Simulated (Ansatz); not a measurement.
# Silicon, fcc under BLYP: from relaxation to bulk modulus

What does BLYP give for silicon in the fcc structure? We relax it, solve it on a dense k-mesh, then scale the cell to 7 volumes from 88 to 112 % of the relaxed one and try a fit of the equation of state. Spin polarisation is left out. The k-meshes are 14×14×14 for the relaxation; 22×22×22 for the dense run; 15×15×15 for the volumes.

This is Si in the fcc structure; at room conditions it is diamond.

Computed with Ansatz 0.2.0 (DFT BLYP, plane waves (420 eV) with PAW, scalar-relativistic; the PAW data stem from PBE, with regenerated cores, unless a step says otherwise).

## (1) Starting point

The structure is cubic, space group Fm-3m (No. 225). The conventional cell has a = 3.916 Å, b = 3.916 Å, c = 3.916 Å, α = 90.00°, β = 90.00°, γ = 90.00°. Si (site symmetry m-3m) has 12 Si at 2.77 Å as nearest neighbours.

Structure file:

```cif
data_structure
_symmetry_space_group_name_H-M 'Fm-3m'
_symmetry_Int_Tables_number 225
_cell_length_a 3.9162
_cell_length_b 3.9162
_cell_length_c 3.9162
_cell_angle_alpha 90.000
_cell_angle_beta 90.000
_cell_angle_gamma 90.000
_cell_volume 60.06
loop_
_atom_site_label
_atom_site_type_symbol
_atom_site_symmetry_multiplicity
_atom_site_Wyckoff_symbol
_atom_site_fract_x
_atom_site_fract_y
_atom_site_fract_z
_atom_site_occupancy
Si1 Si 4 a 0.00000 0.00000 0.00000 1
```

## (2) Relaxing cell and atoms

File input.yaml:

```yaml
crystal:
  lattice:
    - [0.0, 1.9581061854, 1.9581061854]
    - [1.9581061854, 0.0, 1.9581061854]
    - [1.9581061854, 1.9581061854, 0.0]
  atoms:
    - { symbol: Si, position: [0.0, 0.0, 0.0] }
hamiltonian:
  xc: blyp
  pseudopotentials:
    kind: paw
    azcp:
      Si: "pseudopotentials/Si.paw.azcp"
basis:
  ecutwfc: 420
  fft_grid_basis: typed
kpoints:
  mp_grid: { grid: [14, 14, 14], shift: [0, 0, 0] }
magnetization:
  spin_polarized: false
scf:
  occupations: { method: fermi_dirac, width: 0.1 }
relax:
  max_steps: 60
  f_tol: 0.01
  cell: {}
```

Further steps of the session: Single point on a dense mesh; At 88 % of the relaxed volume; At 92 % of the relaxed volume; At 96 % of the relaxed volume; At 100 % of the relaxed volume; At 104 % of the relaxed volume; At 108 % of the relaxed volume; At 112 % of the relaxed volume.

What does the calculation give? Wanted: space group; conventional cell; volume; shortest distance; gap on the mesh; relative to diamond; V₀, B₀, B₀′.

As calculated:

| quantity | value |
| --- | --- |
| space group (spins left aside) | Fm-3m (No. 225) |
| conventional cell | a = 4.050 Å |
| volume | 16.605 Å³/atom |
| shortest distance | 2.864 Å |
| gap on the mesh | none (levels filled in part) |
| relative to diamond | +961 meV/atom |
| V₀, B₀, B₀′ | 16.598 Å³/atom, 51 GPa, 3.9 |

**Reading.** The relaxation enlarged the cell by 10.6 % in volume. Against the reference form of silicon (diamond, computed apart with the same settings) it stands 961 meV/atom higher. No gap shows: it is a metal or semimetal at this level. B₀ comes out at 51 GPa. The symmetry was held, so the structure may be unstable against distortions that break it.
